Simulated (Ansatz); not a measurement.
Set up this calculation in Ansatz 0.2.0, as the native input.

| Item | Value |
| --- | --- |
| Task | relaxation of cell and atoms |
| Functional | RPBE |
| Potentials or basis | Ansatz PAW |
| Cutoff | 420 eV (not typed: the program's choice for these potentials) |
| k mesh | 8 × 8 × 2 |
| Occupations | fermi-dirac, width 0.05 eV |
| Spin | no spin polarisation |

ZnS (Wurtzite-6H):

```xyz
12
Lattice="3.8120 0.0000 0.0000 -1.9060 3.3013 0.0000 0.0000 0.0000 18.6900" Properties=species:S:1:pos:R:3 pbc="T T T"
Zn    0.0000    2.2009   15.5749
Zn    1.9060    1.1004    6.2299
Zn    1.9060    1.1004   12.4601
Zn    0.0000    2.2009    3.1151
Zn    0.0000    0.0000    9.3450
Zn    0.0000    0.0000    0.0000
S     0.0000    2.2009   17.9112
S     1.9060    1.1004    8.5662
S     1.9060    1.1004   14.7963
S     0.0000    2.2009    5.4513
S     0.0000    0.0000   11.6812
S     0.0000    0.0000    2.3362
```

The input as run:

input.yaml

```yaml
crystal:
  lattice:
    - [3.812, 0.0, 0.0]
    - [-1.906, 3.3012888392, 0.0]
    - [0.0, 0.0, 18.68999]
  atoms:
    - { symbol: Zn, position: [0.3333333333, 0.6666666667, 0.83333] }
    - { symbol: Zn, position: [0.6666666667, 0.3333333333, 0.33333] }
    - { symbol: Zn, position: [0.6666666667, 0.3333333333, 0.66667] }
    - { symbol: Zn, position: [0.3333333333, 0.6666666667, 0.16667] }
    - { symbol: Zn, position: [0.0, 0.0, 0.5] }
    - { symbol: Zn, position: [0.0, 0.0, 0.0] }
    - { symbol: S, position: [0.3333333333, 0.6666666667, 0.95833] }
    - { symbol: S, position: [0.6666666667, 0.3333333333, 0.45833] }
    - { symbol: S, position: [0.6666666667, 0.3333333333, 0.79167] }
    - { symbol: S, position: [0.3333333333, 0.6666666667, 0.29167] }
    - { symbol: S, position: [0.0, 0.0, 0.625] }
    - { symbol: S, position: [0.0, 0.0, 0.125] }
hamiltonian:
  xc: rpbe
  pseudopotentials: { kind: paw }
kpoints:
  mp_grid: { grid: [8, 8, 2] }
scf:
  occupations: { method: fermi_dirac, width: 0.05 }
output:
  forces: true
  stress: true
  eigenvalues: true
relax:
  f_tol: 0.01
  max_steps: 40
  cell: { stress_tol: 0.05 }
```

Potentials or basis: Ansatz PAW.

Command:

```console
$ ansatz run input.yaml --threads 4 --pin off --max-ram 11264MiB --backend cpu --events-out ev --progress --plain --runs-dir out
```

It gave:

The relaxed volume is 20.94 Å³/atom and the relaxed cell is a = 3.897 Å, b = 3.897 Å, c = 19.109 Å, α = 90.00°, β = 90.00°, γ = 120.00°. The space group after relaxing (to 0.05 Å) is P6_3mc (No. 186) and the energy gained by relaxing is 18.6 meV/atom. The ionic steps are 6 and the pressure after relaxing is 0.0 GPa. The band gap on the k mesh is 2.05 eV, direct.

Caveat: the plane-wave basis is chosen anew once the cell has moved, so the energies of steps on either side of that aren't comparable; the PAW data sets come from PBE, with cores solved anew for the run's functional, which leaves a small shift of forces and pressure.

Wall time 56 s on 4 threads of Intel(R) Xeon(R) Processor @ 2.70GHz, with other jobs on the host, peak memory 0.85 GiB.
